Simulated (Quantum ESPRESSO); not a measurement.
# Al (Fm-3m) in Quantum ESPRESSO: a series of runs, part 3 of 3

Quantum ESPRESSO 7.5. Earlier steps stand in the parts before.

### 4 Phonons, PBE+D2

Input file pw.in:

```
&CONTROL
  calculation = 'scf'
  prefix = 'pwscf'
  outdir = './tmp'
  pseudo_dir = './pseudo'
  tprnfor = .true.
  tstress = .true.
  disk_io = 'low'
/
&SYSTEM
  ibrav = 0
  nat = 1
  ntyp = 1
  ecutwfc = 40
  nbnd = 6
  occupations = 'smearing'
  smearing = 'mv'
  degauss = 0.00999582
  vdw_corr = 'grimme-d2'
/
&ELECTRONS
  conv_thr = 2d-10
  electron_maxstep = 120
  mixing_beta = 0.5
/
ATOMIC_SPECIES
Al    26.9815 Al.upf
CELL_PARAMETERS angstrom
   0.0000000000    2.0248050000    2.0248050000
   2.0248050000    0.0000000000    2.0248050000
   2.0248050000    2.0248050000    0.0000000000
ATOMIC_POSITIONS crystal
Al     0.0000000000    0.0000000000    0.0000000000
K_POINTS automatic
11 11 11 0 0 0
```

Input file relax.in:

```
&CONTROL
  calculation = 'vc-relax'
  prefix = 'pwscf'
  outdir = './tmp'
  pseudo_dir = './pseudo'
  tprnfor = .true.
  tstress = .true.
  disk_io = 'low'
  nstep = 40
  forc_conv_thr = 0.0001
  etot_conv_thr = 1d-06
/
&SYSTEM
  ibrav = 0
  nat = 1
  ntyp = 1
  ecutwfc = 40
  nbnd = 6
  occupations = 'smearing'
  smearing = 'mv'
  degauss = 0.00999582
  vdw_corr = 'grimme-d2'
/
&ELECTRONS
  conv_thr = 2d-10
  electron_maxstep = 120
  mixing_beta = 0.5
/
&IONS
  ion_dynamics = 'bfgs'
/
&CELL
  cell_dynamics = 'bfgs'
  press = 0
  press_conv_thr = 0.2
/
ATOMIC_SPECIES
Al    26.9815 Al.upf
CELL_PARAMETERS angstrom
   0.0000000000    2.0248050000    2.0248050000
   2.0248050000    0.0000000000    2.0248050000
   2.0248050000    2.0248050000    0.0000000000
ATOMIC_POSITIONS crystal
Al     0.0000000000    0.0000000000    0.0000000000
K_POINTS automatic
11 11 11 0 0 0
```

Input file scf2.in:

```
&CONTROL
  calculation = 'scf'
  prefix = 'pwscf'
  outdir = './tmp'
  pseudo_dir = './pseudo'
  tprnfor = .true.
  tstress = .true.
  disk_io = 'low'
/
&SYSTEM
  ibrav = 0
  nat = 1
  ntyp = 1
  ecutwfc = 40
  nbnd = 6
  occupations = 'smearing'
  smearing = 'mv'
  degauss = 0.00999582
  vdw_corr = 'grimme-d2'
/
&ELECTRONS
  conv_thr = 1d-13
  electron_maxstep = 120
  mixing_beta = 0.5
  startingpot = 'file'
  startingwfc = 'file'
/
ATOMIC_SPECIES
Al    26.9815 Al.upf
CELL_PARAMETERS angstrom
   0.0000000000    2.0049433053    2.0049433053
   2.0049433053    0.0000000000    2.0049433053
   2.0049433053    2.0049433053    0.0000000000
ATOMIC_POSITIONS crystal
Al     0.0000000000    0.0000000000    0.0000000000
K_POINTS automatic
11 11 11 0 0 0
```

Input file ph.in:

```
phonons of Al
&INPUTPH
  prefix = 'pwscf'
  outdir = './tmp'
  tr2_ph = 1d-16
  fildyn = 'dyn'
  niter_ph = 60
  alpha_mix(1) = 0.4
/
0.1767766953 0.7071067812 0.1767766953
```

Potentials or basis: PseudoDojo 0.4.1 SR PBE standard.

Run with:

```bash
OMP_NUM_THREADS=1 pw.x -in pw.in > pw.out
OMP_NUM_THREADS=1 pw.x -in relax.in > relax.out
OMP_NUM_THREADS=1 pw.x -in scf2.in > scf2.out
OMP_NUM_THREADS=1 ph.x -in ph.in > ph.out
```

pw.out:

```text
This program is part of the open-source Quantum ESPRESSO suite
     for quantum simulation of materials; please cite
         "P. Giannozzi et al., J. Phys.:Condens. Matter 21 395502 (2009);
         "P. Giannozzi et al., J. Phys.:Condens. Matter 29 465901 (2017);
         "P. Giannozzi et al., J. Chem. Phys. 152 154105 (2020);
     in publications or presentations arising from this work. More details at

     Message from routine setup:
     using ibrav=0 with symmetry is DISCOURAGED, use correct ibrav instead

     G-vector sticks info
     --------------------
     sticks:   dense  smooth     PW     G-vecs:    dense   smooth      PW
     Sum         313     313    109                 3839     3839     749

     Using Slab Decomposition

     bravais-lattice index     =            0
     lattice parameter (alat)  =       5.4112  a.u.
     unit-cell volume          =     112.0408 (a.u.)^3
     number of atoms/cell      =            1
     number of atomic types    =            1
[... 163 lines left out ...]
     ethr =  1.85E-11,  avg # of iterations =  1.6

     End of self-consistent calculation

          k = 0.0000 0.0000 0.0000 (   531 PWs)   bands (ev):

    -3.2297  20.4427  20.4427  21.8720  21.8720  21.8720

          k = 0.0643 0.0643-0.0643 (   495 PWs)   bands (ev):
[... 215 lines left out ...]
          k = 0.0000-0.3857 0.6428 (   472 PWs)   bands (ev):

     6.4784   6.7326   8.1392  10.0169  21.7326  24.5554

     the Fermi energy is     7.8823 ev

!    total energy              =      -4.65441883 Ry
     estimated scf accuracy    <          3.8E-11 Ry
     smearing contrib. (-TS)   =      -0.00002574 Ry
     internal energy E=F+TS    =      -4.65439309 Ry

     The total energy is F=E-TS. E is the sum of the following terms:
     one-electron contribution =       2.91246994 Ry
     hartree contribution      =       0.00720279 Ry
     xc contribution           =      -2.16333746 Ry
     ewald contribution        =      -5.39208490 Ry
     Dispersion Correction     =      -0.01864346 Ry

     convergence has been achieved in   6 iterations

     Forces acting on atoms (cartesian axes, Ry/au):

     atom    1 type  1   force =     0.00000000    0.00000000    0.00000000

     Total force =     0.000000     Total SCF correction =     0.000000

     Computing stress (Cartesian axis) and pressure

          total   stress  (Ry/bohr**3)                   (kbar)     P=      -19.85
  -0.00013492   0.00000000   0.00000000          -19.85        0.00        0.00
   0.00000000  -0.00013492   0.00000000            0.00      -19.85        0.00
   0.00000000   0.00000000  -0.00013492            0.00        0.00      -19.85

=------------------------------------------------------------------------------=
   JOB DONE.
=------------------------------------------------------------------------------=
```

relax.out:

```text
This program is part of the open-source Quantum ESPRESSO suite
     for quantum simulation of materials; please cite
         "P. Giannozzi et al., J. Phys.:Condens. Matter 21 395502 (2009);
         "P. Giannozzi et al., J. Phys.:Condens. Matter 29 465901 (2017);
         "P. Giannozzi et al., J. Chem. Phys. 152 154105 (2020);
[... 2173 lines left out ...]
   0.00000000  -0.00000012   0.00000000            0.00       -0.02        0.00
   0.00000000   0.00000000  -0.00000012            0.00        0.00       -0.02

=------------------------------------------------------------------------------=
   JOB DONE.
=------------------------------------------------------------------------------=
```

scf2.out:

```text
This program is part of the open-source Quantum ESPRESSO suite
     for quantum simulation of materials; please cite
         "P. Giannozzi et al., J. Phys.:Condens. Matter 21 395502 (2009);
         "P. Giannozzi et al., J. Phys.:Condens. Matter 29 465901 (2017);
         "P. Giannozzi et al., J. Chem. Phys. 152 154105 (2020);
[... 398 lines left out ...]
   0.00000000  -0.00000012   0.00000000            0.00       -0.02        0.00
   0.00000000  -0.00000000  -0.00000012            0.00       -0.00       -0.02

=------------------------------------------------------------------------------=
   JOB DONE.
=------------------------------------------------------------------------------=
```

It took 1.9 min on 1 thread of Intel Xeon Platinum 8259CL at 2.50GHz (Skylake/Cascade Lake), shared host; peak memory 0.09 GiB.

What came out:

| Item | Value |
| --- | --- |
| Free energy | -63.3297 eV |
| Relaxed volume | 16.12 Å³/atom |
| Relaxed cell | a = 2.835 Å, b = 2.835 Å, c = 2.835 Å, α = 60.00°, β = 60.00°, γ = 60.00° |
| Space group after relaxing (to 0.05 Å) | Fm-3m (No. 225) |
| Pressure after relaxing | 0.0 GPa |
| Band gap on the k mesh | none (metal or under the smearing width) |
| Highest phonon frequency at the q point run | 281 cm⁻¹ |

The path:
```tsv
step	energy change (eV)	largest force (eV/Å)	pressure (GPa)	volume (Å³)
1	0.0000	0.0000	-1.98	16.60
2	-0.0017	0.0000	-1.34	16.44
3	-0.0030	0.0000	-0.30	16.19
4	-0.0031	0.0000	0.01	16.12
5	-0.0031	0.0000	0.00	16.12
```

Final structure:
```
Al
1.0
     0.00000    2.00494    2.00494
     2.00494    0.00000    2.00494
     2.00494    2.00494    0.00000
Al
1
Direct
  0.00000 0.00000 0.00000
```

Phonon frequencies in cm⁻¹ (negative: imaginary):
| q point | frequencies |
| --- | --- |
| (0.625, 0.250, 0.625) | 164 255 281 |

Phonon modes at q = (0.625, 0.250, 0.625) in reciprocal lattice units:
| mode | symmetry | cm⁻¹ |
| --- | --- | --- |
| 1 | B_1 | 164 |
| 2 | A_1 | 255 |
| 3 | B_2 | 281 |

Caveat: the q point doesn't lie on the k mesh, which can shift a metal's frequencies strongly unless the mesh is converged; pairwise dispersion overbinds metals, which lowers pressure and volume.

### 5 Summary

| task | level | potentials or basis | cell | k mesh | smearing | q mesh | k mesh for the Wannier functions | projections | gap on the mesh (eV) | pressure (GPa) |
| --- | --- | --- | --- | --- | --- | --- | --- | --- | --- | --- |
| phonon dispersion | PBEsol | PseudoDojo 0.4.1 SR PBEsol standard | relaxed | 12 × 12 × 12 | cold 0.272 eV | 4 × 4 × 4 | - | - | none | 0.0 |
| Wannier functions | PBEsol | PseudoDojo 0.4.1 SR PBEsol standard | as given | 8 × 8 × 8 | fermi-dirac 0.05 eV | - | 7 × 7 × 7 | Al sp | none | -2.1 |
| phonons | PBE+D2 | PseudoDojo 0.4.1 SR PBE standard | relaxed | 11 × 11 × 11 | cold 0.136 eV | - | - | - | none | 0.0 |

Alike in all rows: no spin polarisation; cutoff (eV) 544.

Caveats: the q point doesn't lie on the k mesh, which can shift a metal's frequencies strongly unless the mesh is converged (some runs); pairwise dispersion overbinds metals, which lowers pressure and volume (some runs).

Total energies depend on the potentials used, so only differences within one code and one set of settings carry meaning.
